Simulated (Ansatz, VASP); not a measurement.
# C: VASP beside Ansatz

Contents of INCAR:

```
SYSTEM = C
PREC = Accurate
ENCUT = 600
EDIFF = 1E-6
ISMEAR = -1
SIGMA = 0.05
LREAL = .FALSE.
LASPH = .TRUE.
NELM = 80
ALGO = Fast
ISIF = 3
LWAVE = .FALSE.
LCHARG = .FALSE.
GGA = PS
IVDW = 13
IBRION = 2
NSW = 40
EDIFFG = -0.02
```

File KPOINTS:

```
Automatic mesh
0
G
  12 12 4
  0 0 0
```

POSCAR

```
C
1.0
    2.5221000000      0.0000000000      0.0000000000
   -1.2610500000      2.1842026709      0.0000000000
    0.0000000000      0.0000000000      8.2371000000
C
8
Direct
    0.6666666667      0.3333333333      0.8437500000
    0.3333333333      0.6666666667      0.3437500000
    0.6666666667      0.3333333333      0.6562500000
    0.3333333333      0.6666666667      0.1562500000
    0.0000000000      0.0000000000      0.9062500000
    0.0000000000      0.0000000000      0.4062500000
    0.0000000000      0.0000000000      0.5937500000
    0.0000000000      0.0000000000      0.0937500000
```

The input input.yaml:

```yaml
crystal:
  lattice:
    - [2.5221, 0.0, 0.0]
    - [-1.26105, 2.1842026709, 0.0]
    - [0.0, 0.0, 8.2371]
  atoms:
    - { symbol: C, position: [0.6666666667, 0.3333333333, 0.84375] }
    - { symbol: C, position: [0.3333333333, 0.6666666667, 0.34375] }
    - { symbol: C, position: [0.6666666667, 0.3333333333, 0.65625] }
    - { symbol: C, position: [0.3333333333, 0.6666666667, 0.15625] }
    - { symbol: C, position: [0.0, 0.0, 0.90625] }
    - { symbol: C, position: [0.0, 0.0, 0.40625] }
    - { symbol: C, position: [0.0, 0.0, 0.59375] }
    - { symbol: C, position: [0.0, 0.0, 0.09375] }
hamiltonian:
  xc: pbesol
  pseudopotentials: { kind: paw }
  dispersion: d4
kpoints:
  mp_grid: { grid: [12, 12, 4] }
scf:
  occupations: { method: fermi_dirac, width: 0.05 }
output:
  forces: true
  stress: true
relax:
  f_tol: 0.01
  max_steps: 40
  cell: { stress_tol: 0.05 }
```

This is a hexagonal form of diamond, not graphite.

Alike in both runs: task relaxation of cell and atoms; functional PBEsol; dispersion D4; k mesh 12 × 12 × 4; occupations fermi-dirac, width 0.05 eV; no spin polarisation.

|  | VASP | Ansatz |
| --- | --- | --- |
| version | VASP 6.6.1 | Ansatz 0.2.0 |
| potentials or method | VASP PAW PBE potentials, release 64 (C) | Ansatz PAW |
| plane-wave cutoff (eV) | 600 | 420 |
| valence electrons in the cell | 32 | 32 |

Ansatz gave:

```
relaxed volume (Å³/atom)                                     : 5.58
relaxed cell length with the largest relative difference (Å) : 8.246
energy change over the relaxation (meV/atom)                 : -5
```

**Question.** What did VASP give for the same quantities?

**Answer.** Relaxed volume (Å³/atom): 5.58; relaxed cell length with the largest relative difference (Å): 8.248; energy change over the relaxation (meV/atom): -4.

Caveats: the PAW data sets were made with another functional, which shifts forces and pressure a little (VASP); the plane-wave basis is chosen anew once the cell has moved, so the energies of steps on either side of that aren't comparable (Ansatz); the pressure holds a Pulay correction of +1.0 GPa for the finite cutoff (Ansatz); the PAW data sets come from PBE, with cores solved anew for the run's functional, which leaves a small shift of forces and pressure (Ansatz). A k mesh can miss the band edges.
